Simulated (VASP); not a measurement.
The input files of a VASP run:

KPOINTS:
```
Automatic mesh
0
Gamma
5 5 5
0 0 0
```

**INCAR**
```
SYSTEM = Li3N
PREC = Accurate
ENCUT = 520
EDIFF = 1E-6
NELM = 100
ALGO = Normal
LREAL = .FALSE.
LASPH = .TRUE.
ISMEAR = 0
SIGMA = 0.05
GGA = PE
LWAVE = .FALSE.
LCHARG = .FALSE.
ISIF = 2
IBRION = 0
NSW = 3
TEBEG = 300
```

POSCAR:
```
Li3N
1
    1.8250000000    -3.1609930000     0.0000000000
    1.8250000000     3.1609930000     0.0000000000
    0.0000000000     0.0000000000     3.8700000000
Li N
3 1
Direct
  0.3333330000   0.6666670000   0.0000000000
  0.6666670000   0.3333330000   0.0000000000
  0.0000000000   0.0000000000   0.5000000000
  0.0000000000   0.0000000000   0.0000000000
```

POTCAR, in this order: Li_sv N (PBE.64 set). Program: vasp_std.

The resulting files:

standard output:
```
 POSCAR found type information on POSCAR LiN
 POSCAR found :  2 types and       4 ions
 Reading from existing POTCAR

 -----------------------------------------------------------------------------
|                                                                             |
|     EEEEEEE  RRRRRR   RRRRRR   OOOOOOO  RRRRRR      ###     ###     ###     |
|     E        R     R  R     R  O     O  R     R     ###     ###     ###     |
|     E        R     R  R     R  O     O  R     R     ###     ###     ###     |
|     EEEEE    RRRRRR   RRRRRR   O     O  RRRRRR       #       #       #      |
|     E        R   R    R   R    O     O  R   R                               |
|     E        R    R   R    R   O     O  R    R      ###     ###     ###     |
|     EEEEEEE  R     R  R     R  OOOOOOO  R     R     ###     ###     ###     |
|                                                                             |
|     Fatal error! IBRION=0, but no entry for POTIM on file INCAR. MUST       |
|     be specified!                                                           |
|                                                                             |
|       ---->  I REFUSE TO CONTINUE WITH THIS SICK JOB ... BYE!!! <----       |
|                                                                             |
 -----------------------------------------------------------------------------
```

**Question.** Read the log: what went wrong, and how is it fixed?

**Answer.** The cause: molecular dynamics (IBRION = 0) was asked for without POTIM. VASP stops with an error: Fatal error! IBRION=0, but no entry for POTIM on file INCAR. MUST be specified! ----> I REFUSE TO CONTINUE WITH THIS SICK JOB ... BYE!!! <---- To mend it, set POTIM to the time step in fs (1 to 2 fs suits most solids). The plain static run on this cell (PBE GGA, plane waves, VASP's PBE PAW potentials (set 64)) converges, and its OSZICAR ends with
```
   1 F= -.15625267E+02 E0= -.15625267E+02  d E =-.537787E-17
```

The compound is Li3N in the alpha structure. The cell was not relaxed at this level.
